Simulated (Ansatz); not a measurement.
# Cl (hcp type): the cost of one run

Method: DFT PBE, with the methods named in each step, in Ansatz 0.2.0.

### 1 The starting structure

It takes space group P6_3/mmc (No. 194, hexagonal). Conventional cell: a = 3.154 Å, b = 3.154 Å, c = 5.109 Å, α = 90.00°, β = 90.00°, γ = 120.00°. Cl (site symmetry -6m2) is surrounded by 12 Cl at 3.14 to 3.15 Å.

Coordinates:

```
CELL_PARAMETERS angstrom
3.15357 0.00000 0.00000
-1.57678 2.73107 0.00000
0.00000 0.00000 5.10878
ATOMIC_POSITIONS crystal
Cl 0.33333 0.66667 0.25000
Cl 0.66667 0.33333 0.75000
```

Whether this phase is the stable one at these pressures isn't tested.

Atoms are numbered in the order of the input: Cl1, Cl2.

### 2 Cell relaxed at zero pressure, PAW

input.yaml

```yaml
crystal:
  lattice:
    - [3.1535690409, 0.0, 0.0]
    - [-1.5767845204, 2.731070902, 0.0]
    - [0.0, 0.0, 5.1087818462]
  atoms:
    - { symbol: Cl, position: [0.3333333333, 0.6666666667, 0.25] }
    - { symbol: Cl, position: [0.6666666667, 0.3333333333, 0.75] }
kpoints:
  mp_grid: { grid: [14, 14, 8] }
scf:
  occupations: { method: fermi_dirac, width: 0.08 }
hamiltonian:
  xc: pbe
  pseudopotentials: { kind: paw }
output:
  forces: true
  stress: true
  write_density: true
  write_potential: true
  elf: true
  volumetric_format: npy
relax:
  f_tol: 0.005
  max_steps: 40
  cell: {}
```

Started as:

```console
$ ansatz run input.yaml --threads 1 --pin off --max-ram 2048MiB --backend cpu --events-out ev --progress --plain --runs-dir out
```

Q: Estimate wall time and peak memory on 1 thread of Arm Neoverse V1, shared host.

About 47 s, with a peak of 0.34 GiB.
